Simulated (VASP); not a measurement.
Set up this calculation in VASP 6.6.1, as the native input.

```yaml
Task: single point
Functional: r2SCAN
Potentials_or_basis: VASP PAW PBE potentials, release 64 (Ga_d, N)
Cutoff: 900 eV
k_mesh: 13 × 13 × 13
Occupations: gaussian, width 0.05 eV
Spin: no spin polarisation
Further_INCAR_settings: ADDGRID = False; ALGO = Normal; EDIFF = 1e-08; NBANDS = 16
```

The structure of GaN lies in POSCAR:

```
GaN
1.0
    0.0000000000      2.1352350000      2.1352350000
    2.1352350000      0.0000000000      2.1352350000
    2.1352350000      2.1352350000      0.0000000000
Ga N
1 1
Direct
    0.0000000000      0.0000000000      0.0000000000
    0.5000000000      0.5000000000      0.5000000000
```

Measurements of this composition are mostly on another form, of space group No. 186.

One way to write it, as run:

INCAR

```
PREC = Accurate
ENCUT = 900
EDIFF = 1E-8
ISMEAR = 0
SIGMA = 0.05
LREAL = F
LASPH = T
NELM = 100
ALGO = Normal
ISIF = 2
LWAVE = F
LCHARG = F
METAGGA = R2SCAN
LMIXTAU = T
NBANDS = 16
ADDGRID = F
```

KPOINTS

```
Automatic mesh
0
Gamma
  13 13 13
```

Potentials or basis: VASP PAW PBE potentials, release 64 (Ga_d, N).

Command:

```bash
$ cat potpaw_PBE.64/Ga_d/POTCAR potpaw_PBE.64/N/POTCAR > POTCAR
$ mpirun -np 1 vasp_std > vasp.out
```

Results of the run:

```json
{
  "Pressure": "-7.3 GPa",
  "Band gap on the k mesh": "1.02 eV, indirect (least direct gap 2.92 eV)"
}
```

Caveat: the PAW data sets were made with another functional, which shifts forces and pressure a little; an odd mesh through Γ misses points on the zone boundary, where band edges often lie.

Wall time 10 min on 1 thread of AMD EPYC 7R43 64-Core Processor (Zen 3) (shared host), peak memory 0.19 GiB.
